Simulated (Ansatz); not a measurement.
# Molecular dynamics of Si16H, charge +1

Input:

```yaml
accuracy: low
crystal:
  lattice:
    - [0.0, 5.448, 5.448]
    - [5.448, 0.0, 5.448]
    - [5.448, 5.448, 0.0]
  atoms:
    - { symbol: Si, position: [-0.00405403, -0.01955232, 0.05054131] }
    - { symbol: Si, position: [0.13653711, 0.09485338, 0.17494785] }
    - { symbol: Si, position: [-0.00820574, -0.01547538, 0.54604334] }
    - { symbol: Si, position: [0.11692913, 0.12149777, 0.669084] }
    - { symbol: Si, position: [0.00643827, 0.46790082, 0.01216212] }
    - { symbol: Si, position: [0.13692317, 0.59802647, 0.11874101] }
    - { symbol: Si, position: [0.03734423, 0.49935958, 0.48035112] }
    - { symbol: Si, position: [0.1269439, 0.61624092, 0.64202755] }
    - { symbol: Si, position: [0.50686741, -0.01083108, -0.01769133] }
    - { symbol: Si, position: [0.65992721, 0.15334556, 0.04998988] }
    - { symbol: Si, position: [0.47977967, -0.02650628, 0.53448531] }
    - { symbol: Si, position: [0.63545608, 0.11074364, 0.60721183] }
    - { symbol: Si, position: [0.51409363, 0.52483378, -0.0363867] }
    - { symbol: Si, position: [0.63106999, 0.62293579, 0.11271902] }
    - { symbol: Si, position: [0.51214072, 0.48076717, 0.4852274] }
    - { symbol: Si, position: [0.6645194, 0.62527223, 0.57092944] }
    - { symbol: H, position: [0.53724497, 1.12867412, 0.30486634] }
total_charge: 1
basis:
  ecutwfc: 420.0
kpoints:
  mp_grid: { grid: [2, 2, 2] }
hamiltonian:
  xc: pbe
scf:
  occupations: { method: fermi_dirac, width: 0.02 }
  lower_state_search: "off"
md:
  timestep: 0.5
  n_steps: 180
  ensemble: nvt_langevin
  temperature: 1260.0
  initial_velocities: maxwell_boltzmann
  seed: 325933
  friction: 0.05
```

Launched with:

```bash
$ ansatz run input.yaml --threads 1 --pin off --max-ram 3072MiB --backend cpu --events-out ev --progress --plain --runs-dir out
```

It goes on from the last frame of an earlier run, with new velocities.

Output, in part (step lines):

```
md step     0: t =     0.00 fs  T =  1185.9 K  F+E_penalty+E_count = -10191.75055078 eV  E_kin = 2.605882 eV  (7 SCF iters)
md step     1: t =     0.50 fs  T =  1194.6 K  F+E_penalty+E_count = -10191.77248958 eV  E_kin = 2.625030 eV  (6 SCF iters)
md step     2: t =     1.00 fs  T =  1173.4 K  F+E_penalty+E_count = -10191.78246226 eV  E_kin = 2.578523 eV  (6 SCF iters)
md step     3: t =     1.50 fs  T =  1372.3 K  F+E_penalty+E_count = -10191.76889807 eV  E_kin = 3.015449 eV  (6 SCF iters)
md step     4: t =     2.00 fs  T =  1294.1 K  F+E_penalty+E_count = -10191.73590432 eV  E_kin = 2.843626 eV  (6 SCF iters)
md step     5: t =     2.50 fs  T =  1220.4 K  F+E_penalty+E_count = -10191.68898484 eV  E_kin = 2.681681 eV  (4 SCF iters)
md step     6: t =     3.00 fs  T =  1297.4 K  F+E_penalty+E_count = -10191.62447076 eV  E_kin = 2.850847 eV  (4 SCF iters)
md step     7: t =     3.50 fs  T =  1229.3 K  F+E_penalty+E_count = -10191.56111633 eV  E_kin = 2.701288 eV  (4 SCF iters)
[... lines left out ...]
md step   179: t =    89.50 fs  T =  1444.1 K  F+E_penalty+E_count = -10190.81085275 eV  E_kin = 3.173231 eV  (4 SCF iters)
md step   180: t =    90.00 fs  T =  1393.3 K  F+E_penalty+E_count = -10190.87651653 eV  E_kin = 3.061574 eV  (6 SCF iters)
```

The steps, from the saved trajectory:

| time (fs) | T (K) | potential energy less start (eV) |
| --- | --- | --- |
| 0.0 | 1186 | 0.000 |
| 3.0 | 1297 | 0.126 |
| 6.0 | 1263 | 0.194 |
| 9.0 | 1187 | 0.279 |
| 12.0 | 1091 | 0.650 |
| 15.0 | 901 | 0.774 |
| 18.0 | 1126 | 1.009 |
| 21.0 | 1209 | 1.287 |
| 24.0 | 845 | 1.579 |
| 27.0 | 960 | 1.768 |
| 30.0 | 932 | 2.052 |
| 33.0 | 729 | 2.417 |
| 36.0 | 824 | 2.549 |
| 39.0 | 965 | 2.455 |
| 42.0 | 1415 | 2.070 |
| 45.0 | 1594 | 1.667 |
| 48.0 | 1603 | 1.452 |
| 51.0 | 1686 | 1.249 |
| 54.0 | 1605 | 1.199 |
| 57.0 | 1890 | 1.046 |
| 60.0 | 1936 | 1.010 |
| 63.0 | 1528 | 1.091 |
| 66.0 | 1292 | 1.319 |
| 69.0 | 1125 | 1.523 |
| 72.0 | 1229 | 1.615 |
| 75.0 | 1128 | 1.617 |
| 78.0 | 1077 | 1.600 |
| 81.0 | 897 | 1.532 |
| 84.0 | 1187 | 1.290 |
| 87.0 | 1260 | 1.168 |
| 90.0 | 1393 | 0.874 |

The run went to its last step. The mean temperature of the second half is 11 % above the set value. A run of 0.09 ps of so small a system gives no equilibrium averages. Limits of this set-up: low accuracy level, charged cell in a uniform background, uncorrected.

Mean squared displacements from the first frame to the last, about the centre of mass: Si 0.07 Å², H 0.29 Å².

Last frame:

```xyz
17
Lattice="0.0000 5.4480 5.4480 5.4480 0.0000 5.4480 5.4480 5.4480 0.0000" Properties=species:S:1:pos:R:3
Si -0.215 0.298 -0.204
Si 1.331 1.842 1.071
Si 2.909 2.857 -0.252
Si 4.200 4.222 1.329
Si 2.505 0.458 2.600
Si 3.927 1.682 3.869
Si 5.509 3.087 2.993
Si 6.866 4.428 4.195
Si -0.266 2.961 2.746
Si 1.084 3.942 4.375
Si 2.796 5.532 2.727
Si 4.271 6.794 4.121
Si 2.766 2.788 5.528
Si 3.804 4.416 6.920
Si 5.502 5.426 5.764
Si 6.793 6.918 7.068
H 7.852 4.263 8.847
```

Time of the run: 11 min on 1 thread of Arm Neoverse V2 (shared host), peak memory 0.66 GiB.
